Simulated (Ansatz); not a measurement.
**Ga2P: balancing the decomposition**

Computed with Ansatz 0.2.0, DFT PBE, scalar-relativistic, plane waves, PAW. All cells share a 420 eV cutoff and Γ-centred k meshes spaced at most about 0.3 Å⁻¹ (about 0.25 or finer for metals, 2π included). No spin polarisation.

Energies over the elements count from the elements' standard structures at the same level, with no fitted energy shifts. The references include black phosphorus.

These are static total energies at zero pressure. In Ga2P P6/mmm an odd number of electrons in the primitive cell allows no gap without spin; a larger cell or a magnetic state could open one. The reference form of P is held partly by dispersion forces, which this level lacks.

A trial structure of Ga2P (reached from: EuGa2 type (P6/mmm); relaxed: space group P6/mmm (No. 191), a = 4.817 Å, c = 2.693 Å) has a formation energy of 0.294 eV/atom. At its composition the lowest mixture among the elements and 1 reference phase computed alike (others may be missing) consists of these:

```json
{"phase": "Ga (solid)", "source": "element", "ΔE_f (eV/atom)": "-0.001"}
{"phase": "GaP (F-43m)", "source": "Materials Project", "ΔE_f (eV/atom)": "-0.432"}
```

The lowest database cell of Ga (-0.001) lies slightly below the reference, hence the non-zero entry.

Question: Write the balanced decomposition and find its energy per atom, per formula unit and per mole of formula units.

Answer: Balancing Ga and P gives Ga2P → Ga + GaP. The left side holds 3 atoms, and the products take 1/3 (Ga) and 2/3 (GaP) of them. The mixture therefore lies at 1/3 × (-0.001) + 2/3 × (-0.432) = -0.288 eV/atom. The reaction energy is -0.288 − (0.294) = -0.582 eV/atom. Times 3 atoms that is -1.746 eV per Ga2P, and times 96.485 it is -168 kJ per mole of Ga2P. Decomposition is downhill, so the trial structure is unstable against this mixture.
